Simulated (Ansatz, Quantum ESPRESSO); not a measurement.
# ZnSe (zinc blende): bulk modulus from a few volumes

How stiff is zinc blende ZnSe under hydrostatic load? Each row relaxes cell and atoms at a set pressure. The phase is followed to these pressures whether or not it stays the stable one.

Calculated with Ansatz 0.2.0, PBEsol, PAW files of the set soft_1, cutoff 600 eV, Fermi–Dirac smearing 0.02 eV, k-mesh 9×9×9, no spin polarisation, no spin-orbit coupling.

The runs at 30 GPa are left out: their cell edges leave the smooth trend of the others, as when the structure changes.

Reference cell, relaxed at zero pressure with PBEsol (F-43m): a = 3.9833 Å, b = 3.9833 Å, c = 3.9833 Å, α = 60.00°, β = 60.00°, γ = 60.00°.

```csv
atom,x,y,z
Se,0.7500,0.7500,0.7500
Zn,0.0000,0.0000,0.0000
```

```csv
V (Å³/atom),V/V0,P (GPa),E − E0 (meV/atom)
20.9218,0.9363,4.999,21.0
19.8725,0.8893,10.000,69.3
19.0461,0.8523,14.995,133.3
18.3646,0.8218,19.998,207.5
```

V0 = 22.3458 Å³ an atom, where the residual pressure P0 is +0.010 GPa. **Question.** Fit the Birch–Murnaghan law and give the pressure and the energy at V = 24.0215 Å³ an atom, a row left out above.

With the Eulerian strain f = ½[(V0/V)^(2/3) − 1] and F = (P − P0)/[3f(1 + 2f)^(5/2)], the third-order law is the line F = B0 + (3/2) B0 (B′ − 4) f.

```
      f  F (GPa)
0.06988    68.75
0.05620    68.10
0.04067    67.34
0.02244    66.41
```

A straight line through the 4 rows: the means are 0.0473 for f and 67.65 for F, Σ(Δx)² = 0.001251 and ΣΔxΔy = 0.06172, so the slope is 0.06172/0.001251 = 49.339 and the intercept 67.65 − (49.339)(0.0473) = 65.316.

Hence B0 = 65.3 GPa and B′ = 4 + (49.3)/(1.5 × 65.3) = 4.50. For the withheld volume f = −0.02353, F = 64.16 GPa and P = −4.00 GPa, an extrapolation past the fitted rows. The run itself gives −3.99 GPa, so the estimate misses by 0.01 GPa, a rounding's worth.

Integrating the same law gives E − E0 = (9/2) B0 V0 f²[1 + (B′ − 4) f] + P0(V0 − V), with 1 GPa Å³ = 6.2415 meV: 22.3 meV an atom. The run itself gives 22.3 meV, so the estimate misses by 0.0 meV, a rounding's worth.

The same fit over all rows at other levels or in other programs gives B0 = 66 GPa with PBEsol (Quantum ESPRESSO, GBRV).

[Logs are printed without paths, hosts, clocks, repeated set-up lines and the standing remarks that a program may print on its own settings, such as how far it seeks lower states.]
